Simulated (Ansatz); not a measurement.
A trial structure of P was built thus: 4-connected net of one element (P2, No. 3). Lengths were set from tabulated atomic sizes, so they are only a guess.

Space group P2 (No. 3). a = 3.702 Å, b = 4.215 Å, c = 3.836 Å, α = 90.00°, β = 92.69°, γ = 90.00°
```json
{"atom": "P", "site": "2e", "symmetry": "1", "x": "0.8682", "y": "0.9001", "z": "0.7480"}
{"atom": "P", "site": "1c", "symmetry": "2", "x": "0.5000", "y": "0.1569", "z": "0.0000"}
{"atom": "P", "site": "1a", "symmetry": "2", "x": "0.0000", "y": "0.4605", "z": "0.0000"}
```

These are results of Ansatz, DFT PBE, scalar-relativistic, plane waves, PAW, not measurements. Cutoff 420 eV, Gaussian smearing, Γ-centred meshes. Cell and atoms relax first on a coarse mesh and then on a finer one. In between, the cell is made exact in the group found at 0.06 Å. In metals the finer mesh still leaves noise of several meV/atom or more. The steps can't lower the symmetry of their start. No spin polarisation.

A guess keeps its type if space group and coordination stay and the shape of the cell changes little (axis ratios within about 15 %, angles within 6°); the volume may change.

Problem. Does this structure survive the relaxation?

Solution. It doesn't keep its type. The symmetry goes from P2 (No. 3) to Cmm2 (No. 35). The volume per atom grows by 55.5 %, from 15.0 to 23.3 Å³. The shortest distance goes from 2.02 Å (P–P) to 2.15 Å (P–P). Counting neighbours within 15 % of an atom's shortest distance, the start has P 4 and the end P 2/3/4. In detail, at the end around P on a site of symmetry m lie 3 P at 2.19–2.32 Å; around P on a site of symmetry mm2 lie 2 P at 2.15 Å; P on a second site of symmetry mm2 has 2 P at 2.15 Å and 2 P at 2.32 Å.

```cif
data_structure
_symmetry_space_group_name_H-M 'P 1'
_symmetry_Int_Tables_number 1
_cell_length_a 4.8390
_cell_length_b 4.8390
_cell_length_c 6.2608
_cell_angle_alpha 90.000
_cell_angle_beta 90.000
_cell_angle_gamma 140.622
_cell_volume 93.01
loop_
_atom_site_label
_atom_site_type_symbol
_atom_site_fract_x
_atom_site_fract_y
_atom_site_fract_z
_atom_site_occupancy
P1 P 0.83028 0.16972 0.79834 1
P2 P 0.50000 0.50000 0.29881 1
P3 P 0.16972 0.83028 0.79834 1
P4 P 0.00000 0.00000 0.52200 1
```

The last run used a 16×16×8 mesh (in the run's order of axes) for its 4-atom cell and Gaussian smearing of 0.10 eV. No dispersion correction is applied, so the spacing and binding between layers, chains or molecules are poorly described. Symmetry constrained the relaxation, so the result can be a saddle point. Another cell of P relaxed alike, in P6_3/mmc, lies 216 meV/atom lower, so this cell isn't the stable form at this level.

In counts of neighbours, a slash parts the counts of unlike sites.
